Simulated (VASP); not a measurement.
Runs of VASP 6.6.1 on Li2O. Symmetry: Fm-3m, No. 225, cubic system. The conventional cell has a = 4.627 Å, b = 4.627 Å, c = 4.627 Å, α = 90.00°, β = 90.00°, γ = 90.00°. Around Li (site symmetry -43m) lie 4 O at 2.00 Å. Around O (site symmetry m-3m) lie 8 Li at 2.00 Å. 

| task | level | potentials or basis | cell | k mesh | cutoff (eV) | mesh quality | gap on the mesh (eV) | pressure (GPa) | relaxed volume (Å³/atom) |
| --- | --- | --- | --- | --- | --- | --- | --- | --- | --- |
| relaxation of cell and atoms | PBEsol | VASP PAW PBE potentials, release 64 (Li_sv, O) | relaxed | 8 × 8 × 8 | 600 | not flagged | 4.87 | 0.0 | 8.00 |
| relaxation of cell and atoms | PBEsol | VASP PAW PBE potentials, release 64 (Li, O) | relaxed | 8 × 8 × 8 | 580 | not flagged | 4.87 | 0.0 | 8.08 |
| single point | PBEsol | VASP PAW PBE potentials, release 64 (Li_sv, O) | as given | 8 × 8 × 8 | 520 | not flagged | 4.81 | - | - |
| relaxation of cell and atoms | RPBE | VASP PAW PBE potentials, release 64 (Li_sv, O) | relaxed | 8 × 8 × 8 | 600 | not flagged | 5.02 | 0.0 | (b) |
| relaxation of cell and atoms | PBEsol | VASP PAW PBE potentials, release 64 (Li_sv, O) | relaxed | 4 × 4 × 4 | 600 | coarse | (a) | 0.0 | 8.00 |
| relaxation of cell and atoms | LDA | VASP PAW LDA potentials, release 64 (Li_sv, O) | relaxed | 8 × 8 × 8 | 600 | not flagged | 4.95 | 0.0 | 7.52 |

Alike in all rows: no spin polarisation; smearing gaussian 0.02 eV.

Q: Fill in the values left out.

A: (a) 4.86; (b) 8.59.

Caveats: some runs use coarse meshes; the cutoff is under 1.25 times the usual one of these potentials, so pressure, stress and relaxed cells hold a basis-set (Pulay) error (some runs); the PAW data sets were made with another functional, which shifts forces and pressure a little (some runs).

A k mesh can miss the band edges.

The runs don't all hold the same shells in valence.

Runs at the PBE level aren't shown here.
